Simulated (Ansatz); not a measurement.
Runs of Ansatz 0.2.0 on Ti. The structure is cubic, space group Im-3m (No. 229). Conventional cell: a = 3.282 Å, b = 3.282 Å, c = 3.282 Å, α = 90.00°, β = 90.00°, γ = 90.00°. Around Ti (site symmetry m-3m) lie 8 Ti at 2.84 Å. This isn't the form of Ti at room conditions, which is hcp.

```tsv
level	cutoff (eV)	gap on the mesh (eV)	pressure (GPa)	relaxed volume (Å³/atom)
LDA	420	none	0.0	15.85
PBEsol	420	none	0.0	16.52
r2SCAN	500	none	0.0	(b)
BLYP	420	none	0.0	(a)
revPBE	420	none	0.0	17.64
RPBE	420	none	0.0	17.79
```

Alike in all rows: task relaxation of cell and atoms; potentials or basis Ansatz PAW; no spin polarisation; cell relaxed; k mesh 11 × 11 × 11; smearing fermi-dirac 0.05 eV.

Estimate the missing entries.

(a) 17.62; (b) 17.22.

Caveats: the plane-wave basis is chosen anew once the cell has moved, so the energies of steps on either side of that aren't comparable; the PAW data sets come from PBE, with cores solved anew for the run's functional, which leaves a small shift of forces and pressure.

A gap of «none» marks a metal or a gap under the smearing width.

Runs at the PBE level aren't shown here.
